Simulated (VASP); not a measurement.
# Nb (Im-3m) in VASP: further runs

The runs below take Nb through relaxation of cell and atoms, electrostatic potential, with PBEsol.

All numbers are computed with VASP 6.6.1; they aren't measurements. Logs are shortened: lines on timing, memory, paths and dates and some standing lists are left out, and cuts for length are marked.

**1. The crystal as given**

The structure is cubic, space group Im-3m (No. 229). The conventional cell has a = 3.270 Å, b = 3.270 Å, c = 3.270 Å, α = 90.00°, β = 90.00°, γ = 90.00°. Around Nb (site symmetry m-3m) lie 8 Nb at 2.83 Å.

The cell was built by a generator and needn't be a form met in nature.

**2. Relaxation of cell and atoms, PBEsol**

INCAR

```
SYSTEM = Nb
PREC = Accurate ; ENCUT = 600
EDIFF = 1E-6 ; ISMEAR = 1
SIGMA = 0.1 ; LREAL = .FALSE.
LASPH = .TRUE. ; NELM = 120
ALGO = Normal ; ISIF = 3
LWAVE = .FALSE. ; LCHARG = .FALSE.
GGA = PS ; IBRION = 2
NSW = 40 ; EDIFFG = -0.005
```

KPOINTS

```
regular mesh
0
G
  18 18 18
  0 0 0
```

POSCAR

```
Nb
1.0
   -1.6350000000      1.6350000000      1.6350000000
    1.6350000000     -1.6350000000      1.6350000000
    1.6350000000      1.6350000000     -1.6350000000
Nb
1
Direct
    0.0000000000      0.0000000000      0.0000000000
```

Potentials or basis: VASP PAW PBE potentials, release 64 (Nb_sv).

Launch:

```sh
cat potpaw_PBE.64/Nb_sv/POTCAR > POTCAR
mpirun -np 1 vasp_std > vasp.out
```

OUTCAR:

```text
SYSTEM = Nb
   PREC = Accurate
   ENCUT = 600
   EDIFF = 1E-6
   ISMEAR = 1
   LREAL = .FALSE.
   LASPH = .TRUE.
   NELM = 120
   ISIF = 3
   GGA = PS
   IBRION = 2
   NSW = 40
   EDIFFG = -0.005

 ion  position               nearest neighbor table
   1  0.000  0.000  0.000-

  LATTYP: Found a body centered cubic cell.
 ALAT       =     3.2700000000

  Lattice vectors:

 A1 = (  -1.6350000000,   1.6350000000,   1.6350000000)
 A2 = (   1.6350000000,  -1.6350000000,   1.6350000000)
 A3 = (   1.6350000000,   1.6350000000,  -1.6350000000)

Analysis of symmetry for initial positions (statically):
=====================================================================
 Subroutine PRICEL returns:
 Original cell was already a primitive cell.

 Routine SETGRP: Setting up the symmetry group for a
 body centered cubic supercell.

 Subroutine GETGRP returns: Found 48 space group operations
 (whereof 48 operations were pure point group operations)
 out of a pool of 48 trial point group operations.

The static configuration has the point symmetry O_h .

Analysis of symmetry for dynamics (positions and initial velocities):
=====================================================================
 Subroutine PRICEL returns:
 Original cell was already a primitive cell.

 Routine SETGRP: Setting up the symmetry group for a
 body centered cubic supercell.

 Subroutine GETGRP returns: Found 48 space group operations
 (whereof 48 operations were pure point group operations)
 out of a pool of 48 trial point group operations.

The dynamic configuration has the point symmetry O_h .

 Subroutine INISYM returns: Found 48 space group operations
 (whereof 48 operations are pure point group operations),
 and found     1 'primitive' translations

----------------------------------------------------------------------------------------

                                     Primitive cell

  volume of cell :      17.4829

  direct lattice vectors                    reciprocal lattice vectors
    -1.635000000  1.635000000  1.635000000     0.000000000  0.305810398  0.305810398
     1.635000000 -1.635000000  1.635000000     0.305810398  0.000000000  0.305810398
     1.635000000  1.635000000 -1.635000000     0.305810398  0.305810398  0.000000000

  length of vectors
     2.831903070  2.831903070  2.831903070     0.432481212  0.432481212  0.432481212

  position of ions in fractional coordinates (direct lattice)
     0.000000000  0.000000000  0.000000000

  ion indices of the primitive-cell ions
   primitive index   ion index
                 1           1

----------------------------------------------------------------------------------------

 KPOINTS: regular mesh

Automatic generation of k-mesh.
 Grid dimensions read from file:
 generate k-points for:   18   18   18

 Generating k-lattice:

  Cartesian coordinates                     Fractional coordinates (reciprocal lattice)
     0.000000000  0.016989467  0.016989467     0.055555556  0.000000000  0.000000000
     0.016989467  0.000000000  0.016989467     0.000000000  0.055555556  0.000000000
     0.016989467  0.016989467  0.000000000     0.000000000  0.000000000  0.055555556

  Length of vectors
     0.024026734  0.024026734  0.024026734

  Shift w.r.t. Gamma in fractional coordinates (k-lattice)
     0.000000000  0.000000000  0.000000000

 Subroutine IBZKPT returns following result:
 ===========================================

 Found    195 irreducible k-points:

 Following reciprocal coordinates:
            Coordinates               Weight
  0.000000  0.000000  0.000000      1.000000
  0.055556  0.000000  0.000000     12.000000
  0.111111  0.000000  0.000000     12.000000
  0.166667  0.000000  0.000000     12.000000
  0.222222  0.000000  0.000000     12.000000
  0.277778  0.000000  0.000000     12.000000
[... 16 lines left out ...]
  0.333333  0.111111 -0.000000     48.000000
  0.388889  0.111111  0.000000     48.000000
 [... further k-points ...]
   k-points           NKPTS =    195   k-points in BZ     NKDIM =    195   number of bands    NBANDS=     10
   number of dos      NEDOS =    301   number of ions     NIONS =      1
   total plane-waves  NPLWV =  13824
   dimension x,y,z NGX =    24 NGY =   24 NGZ =   24
   dimension x,y,z NGXF=    48 NGYF=   48 NGZF=   48
   ions per type =               1
   NGX,Y,Z   is equivalent  to a cutoff of  14.09, 14.09, 14.09 a.u.
   NGXF,Y,Z  is equivalent  to a cutoff of  28.18, 28.18, 28.18 a.u.
 SYSTEM =  Nb
   PREC   = accura    normal or accurate (medium, high low for compatibility)
   ISTART =      0    job   : 0-new  1-cont  2-samecut
   ICHARG =      2    charge: 1-file 2-atom 10-const
   ISPIN  =      1    spin polarized calculation?
   LNONCOLLINEAR =      F non collinear calculations
   LSORBIT =      F    spin-orbit coupling
   LASPH  =      T    aspherical Exc in radial PAW
   ENCUT  =  600.0 eV  44.10 Ry    6.64 a.u.   5.66  5.66  5.66*2*pi/ulx,y,z
   NELM   =    120;   NELMIN=  2; NELMDL= -5     # of ELM steps
   EDIFF  = 0.1E-05   stopping-criterion for ELM
   LREAL  =      F    real-space projection
   EDIFFG = -.5E-02   stopping-criterion for IOM
   NSW    =     40    number of steps for IOM
   IBRION =      2    ionic relax: 0-MD 1-quasi-New 2-CG
   NFREE  =      1    steps in history (QN), initial steepest desc. (CG)
   ISIF   =      3    stress and relaxation
   ISYM   =      2    0-nonsym 1-usesym 2-fastsym
   POTIM  = 0.5000    time-step for ionic-motion
   TEBEG  =    0.0;   TEEND  =   0.0 temperature during run
   PSTRESS=    0.0 pullay stress
   NELECT =      13.0000    total number of electrons
   NUPDOWN=      -1.0000    fix difference up-down
   EMIN   =  10.00;   EMAX   =-10.00  energy-range for DOS
   EFERMI =   0.00;   METHOD = LEGACY
   ISMEAR =     1;   SIGMA  =   0.10  broadening in eV -4-tet -1-fermi 0-gaus
   EFERMI_NEDOS =   21; number of points for ismear=-14 and -15
   IALGO  =     38    algorithm
   IMIX   =      4    mixing-type and parameters
     AMIX     =   0.40;   BMIX     =  1.00
     AMIX_MAG =   1.60;   BMIX_MAG =  1.00
  volume/ion in A,a.u.               =      17.48       117.98
  Fermi-wavevector in a.u.,A,eV,Ry     =   1.483149  2.802746 29.929167  2.199732
  Thomas-Fermi vector in A             =   2.596847
   LORBIT       =      0    0 simple, 1 ext, 2 COOP (PROOUT), +10 PAW based schemes
   GGA     = PS    functional components
   LHFCALC =     F    Hartree Fock is set to
   AEXX    =    0.0000 exact exchange contribution
   IVDW    =     0    specifies the selected vdW correction
   LEPSILON=     F    determine dielectric tensor
   LRPA    =     F    only Hartree local field effects (RPA)
 conjugate gradient relaxation of ions
 non-spin polarized calculation
 Methfessel and Paxton  Order N= 1 SIGMA  =   0.10
  energy-cutoff  :      600.00
  volume of cell :       17.48
 maximum number of plane-waves:       603
   NGX = 11   NGY = 11   NGZ = 11

--------------------------------------- Ionic step        1  -------------------------------------------

 number of electron      13.0000001 magnetization

 Free energy of the ion-electron system (eV)
  ---------------------------------------------------
  ext. energy  EPLUGINS =         0.00000000
  ---------------------------------------------------
  free energy    TOTEN  =       -10.95179038 eV

  energy without entropy =      -10.95237965  energy(sigma->0) =      -10.95198681

------------------------ aborting loop because EDIFF is reached ----------------------------------------

  FORCE on cell =-STRESS in cart. coord.  units (eV):
  Direction    XX          YY          ZZ          XY          YZ          ZX
  --------------------------------------------------------------------------------------
  -------------------------------------------------------------------------------------
  Total        0.0065045      0.0065045      0.0065045      0.0000000      0.0000000      0.0000000
  in kB        0.5960922      0.5960922      0.5960922      0.0000000      0.0000000      0.0000000
  external PRESSURE =       0.5960922 kB  Pullay stress =       0.0000000 kB

 VOLUME and BASIS-vectors are now :
 -----------------------------------------------------------------------------
  energy-cutoff  :      600.00
  volume of cell :       17.48
      direct lattice vectors                 reciprocal lattice vectors
    -1.635000000  1.635000000  1.635000000     0.000000000  0.305810398  0.305810398
     1.635000000 -1.635000000  1.635000000     0.305810398  0.000000000  0.305810398
     1.635000000  1.635000000 -1.635000000     0.305810398  0.305810398  0.000000000
[... 36 lines left out ...]
 POSITION                                       TOTAL-FORCE (eV/Angst)
 -----------------------------------------------------------------------------------
      1.63551      1.63551      1.63551        -0.000000      0.000000     -0.000000
 -----------------------------------------------------------------------------------
    total drift:                               -0.000000     -0.000000      0.000000

  FREE ENERGIE OF THE ION-ELECTRON SYSTEM (eV)
  ---------------------------------------------------
  free  energy   TOTEN  =       -10.9517897470 eV

  energy  without entropy=      -10.9523640703  energy(sigma->0) =      -10.95198119

--------------------------------------- Ionic step        3  -------------------------------------------

 number of electron      13.0000001 magnetization

 Free energy of the ion-electron system (eV)
  ---------------------------------------------------
  ext. energy  EPLUGINS =         0.00000000
  ---------------------------------------------------
  free energy    TOTEN  =       -10.95179213 eV

  energy without entropy =      -10.95237526  energy(sigma->0) =      -10.95198651

 E-fermi :  11.4387     XC(G=0): -12.7829

 val. band max:       11.4358789410   @ k =  -0.2222   0.3333   0.1111
 cond. band min:      11.4430081875   @ k =   0.2778   0.1111   0.0556
 fundamental gap:      0.0071292465
 Fermi energy:        11.4387166455

 k-point     1 :       0.0000    0.0000    0.0000
  band No.  band energies     occupation
      1     -42.7777      2.00000
      2     -18.0264      2.00000
      3     -18.0264      2.00000
      4     -18.0264      2.00000
      5       5.4321      2.00000
      6      11.8139     -0.00000
      7      11.8139     -0.00000
      8      11.8139     -0.00000
      9      14.8231      0.00000
     10      14.8231      0.00000

 k-point     2 :       0.0556    0.0000    0.0000
  band No.  band energies     occupation
      1     -42.7695      2.00000
      2     -18.0755      2.00000
      3     -18.0411      2.00000
      4     -18.0268      2.00000
      5       5.5652      2.00000
      6      11.7306     -0.00029
      7      11.7948     -0.00001
      8      11.9413     -0.00000
      9      14.6909      0.00000
     10      14.8227      0.00000
[... 274 lines left out ...]
 k-point    24 :       0.3889    0.1111    0.0000
  band No.  band energies     occupation
      1     -42.4990      2.00000
      2     -19.4328      2.00000
      3     -18.5405      2.00000
      4     -18.1065      2.00000
      5       7.9998      2.00000
      6       9.8470      2.00000
      7      12.6555     -0.00000
      8      14.7214      0.00000
      9      15.8595      0.00000
     10      18.4729      0.00000

 [... further k-points ...]

------------------------ aborting loop because EDIFF is reached ----------------------------------------

  FORCE on cell =-STRESS in cart. coord.  units (eV):
  Direction    XX          YY          ZZ          XY          YZ          ZX
  --------------------------------------------------------------------------------------
  -------------------------------------------------------------------------------------
  Total        0.0005413      0.0005413      0.0005413      0.0000000      0.0000000      0.0000000
  in kB        0.0495894      0.0495894      0.0495894      0.0000000      0.0000000      0.0000000
  external PRESSURE =       0.0495894 kB  Pullay stress =       0.0000000 kB

 VOLUME and BASIS-vectors are now :
 -----------------------------------------------------------------------------
  energy-cutoff  :      600.00
  volume of cell :       17.49
      direct lattice vectors                 reciprocal lattice vectors
    -1.635213365  1.635213365  1.635213365     0.000000000  0.305770495  0.305770495
     1.635213365 -1.635213365  1.635213365     0.305770495  0.000000000  0.305770495
     1.635213365  1.635213365 -1.635213365     0.305770495  0.305770495  0.000000000

 POSITION                                       TOTAL-FORCE (eV/Angst)
 -----------------------------------------------------------------------------------
      0.00000      0.00000      0.00000        -0.000000      0.000000      0.000000
 -----------------------------------------------------------------------------------
    total drift:                               -0.000000      0.000000      0.000000

  FREE ENERGIE OF THE ION-ELECTRON SYSTEM (eV)
  ---------------------------------------------------
  free  energy   TOTEN  =       -10.9517921346 eV

  energy  without entropy=      -10.9523752619  energy(sigma->0) =      -10.95198651

 reached required accuracy - stopping structural energy minimisation
```

Wall time 47 s (1 thread of Intel Xeon Platinum 8259CL at 2.50GHz (Skylake/Cascade Lake), shared host); peak memory 0.18 GiB.

What came out:

- Free energy: -10.9518 eV
- Relaxed volume: 17.49 Å³/atom
- Relaxed cell: a = 2.832 Å, b = 2.832 Å, c = 2.832 Å, α = 109.47°, β = 109.47°, γ = 109.47°
- Space group after relaxing (to 0.05 Å): Im-3m (No. 229)
- Energy gained by relaxing: 0.0 meV/atom
- Ionic steps: 3
- Pressure after relaxing: 0.0 GPa
- Band gap on the k mesh: none (metal or under the smearing width)

Final structure:
```xyz
1
Lattice="-1.6352 1.6352 1.6352 1.6352 -1.6352 1.6352 1.6352 1.6352 -1.6352" Properties=species:S:1:pos:R:3 pbc="T T T"
Nb    0.0000    0.0000    0.0000
```

Levels at points of the mesh, in eV from the Fermi level:
```csv
k point,band 3,band 4,band 5,band 6,band 7,band 8,band 9,band 10
"(0.00, 0.00, 0.00)",-29.47,-29.47,-6.01,0.38,0.38,0.38,3.38,3.38
"(0.50, 0.00, 0.00)",-29.94,-29.48,-3.85,-1.74,2.45,3.44,4.15,6.68
"(0.50, 0.50, 0.50)",-30.49,-30.49,-3.89,-3.89,5.86,5.86,5.86,9.32
```

Caveat: the PAW data sets were made with another functional, which shifts forces and pressure a little.

**3. Electrostatic potential, PBEsol**

INCAR

```
PREC     = Accurate       # precision mode
ENCUT    = 520            # plane-wave cutoff, eV
EDIFF    = 1E-6           # SCF threshold, eV
ISMEAR   = 1              # smearing method
SIGMA    = 0.1            # smearing width, eV
LREAL    = False          # projectors in reciprocal space
LASPH    = True           # aspherical terms in the spheres
NELM     = 100            # most SCF steps
ALGO     = Normal         # electronic algorithm
ISIF     = 2              # what is computed and relaxed
LWAVE    = False          # write WAVECAR
LCHARG   = True           # write CHGCAR
GGA      = PS             # functional
LVHAR    = True
```

KPOINTS

```
Automatic mesh
0
Gamma
  18 18 18
```

POSCAR

```
Nb                                      
1.0
   -1.6352133649      1.6352133649      1.6352133649
    1.6352133649     -1.6352133649      1.6352133649
    1.6352133649      1.6352133649     -1.6352133649
  Nb            
     1
Direct
     0.0000000000000000    0.0000000000000000    0.0000000000000000
```

Potentials or basis: VASP PAW PBE potentials, release 64 (Nb_sv).

Launch:

```sh
cat potpaw_PBE.64/Nb_sv/POTCAR > POTCAR
mpirun -np 1 vasp_std > vasp.out
```

Run time: 20 s. Hardware: 1 thread of Intel Xeon Platinum 8259CL at 2.50GHz (Skylake/Cascade Lake), shared host; peak memory 0.16 GiB.

Results (log left out):

* Free energy: -10.9516 eV
* Pressure: 0.0 GPa
* Band gap on the k mesh: none (metal or under the smearing width)

Levels at points of the mesh, in eV from the Fermi level:
```tsv
k point	band 2	band 3	band 4	band 5	band 6	band 7	band 8	band 9	band 10
(0.00, 0.00, 0.00)	-29.46	-29.46	-29.46	-6.01	0.38	0.38	0.38	3.38	3.38
(0.50, 0.00, 0.00)	-30.96	-29.93	-29.48	-3.85	-1.74	2.45	3.44	4.15	6.68
(0.50, 0.50, 0.50)	-30.49	-30.49	-30.49	-3.89	-3.89	5.86	5.86	5.86	9.32
```

Caveat: the PAW data sets were made with another functional, which shifts forces and pressure a little.
